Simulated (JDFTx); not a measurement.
Runs of JDFTx 1.7.0 (patched build) on PbS (Galena). It takes space group Fm-3m (No. 225, cubic). Conventional cell: a = 5.931 Å, b = 5.931 Å, c = 5.931 Å, α = 90.00°, β = 90.00°, γ = 90.00°. Pb (site symmetry m-3m) is surrounded by 6 S at 2.97 Å. Around S (site symmetry m-3m) lie 6 Pb at 2.97 Å. 

```csv
task,level,potentials or basis,cell,k mesh,cutoff (eV),smearing,SCF threshold on the energy,further solve for the empty bands,mesh quality,gap on the mesh (eV),pressure (GPa),V0 of scaled cells (Å³/atom),B0 (GPa)
relaxation of the atoms,PBEsol,PseudoDojo-SR-PBEsol-0.4-stringent with smoothed tails,atoms relaxed from: relaxed cell strained by -0.01 in Voigt component 4,3 × 3 × 3,1225,methfessel-paxton 0.2 eV,1e-10 Ha,no,coarse,2.12,0.0,-,-
relaxation of the atoms,PBEsol,PseudoDojo-SR-PBEsol-0.4-stringent with smoothed tails,atoms relaxed from: relaxed cell strained by -0.01 in Voigt component 1,3 × 3 × 3,1225,methfessel-paxton 0.2 eV,1e-10 Ha,no,coarse,2.15,0.6,-,-
equation of state,r2SCAN,SG15-PBE-1.2 with smoothed tails,as given,6 × 6 × 6,1088,fermi-dirac 0.05 eV,1e-09 Ha,-,not flagged,-,-,26.15,60
relaxation of the atoms,PBEsol,PseudoDojo-SR-PBEsol-0.4-stringent with smoothed tails,atoms relaxed from: relaxed cell strained by 0.01 in Voigt component 4,3 × 3 × 3,1225,methfessel-paxton 0.2 eV,1e-10 Ha,no,coarse,2.12,0.0,-,-
relaxation of the atoms,PBEsol,PseudoDojo-SR-PBEsol-0.4-stringent with smoothed tails,atoms relaxed from: relaxed cell strained by 0.01 in Voigt component 1,3 × 3 × 3,1225,methfessel-paxton 0.2 eV,1e-10 Ha,no,coarse,2.15,-0.6,-,-
relaxation of cell and atoms,PBEsol,PseudoDojo-SR-PBEsol-0.4-stringent with smoothed tails,relaxed,3 × 3 × 3,1225,methfessel-paxton 0.2 eV,1e-10 Ha,no,coarse,-,0.0,-,-
equation of state,PBEsol,PseudoDojo-SR-PBEsol-0.4.1-standard with smoothed tails,as given,8 × 8 × 8,762,fermi-dirac 0.05 eV,1e-09 Ha,-,not flagged,-,-,(a),59
```

Alike in all rows: no spin polarisation.

Q: Fill in the values left out.

A: (a) 25.72.

Caveats: some runs use coarse meshes; this smearing has several roots in a gap (some runs); the relaxation stopped at its first step, so nothing moved (some runs); spin-orbit coupling is left out, which as a rule narrows the gap of such compounds by several tenths of an eV (some runs); an odd mesh through Γ misses points on the zone boundary, where band edges often lie (some runs); the potentials were made for another functional, which shifts forces and pressure (some runs).

A k mesh can miss the band edges, and the runs leave out spin-orbit coupling on Pb.
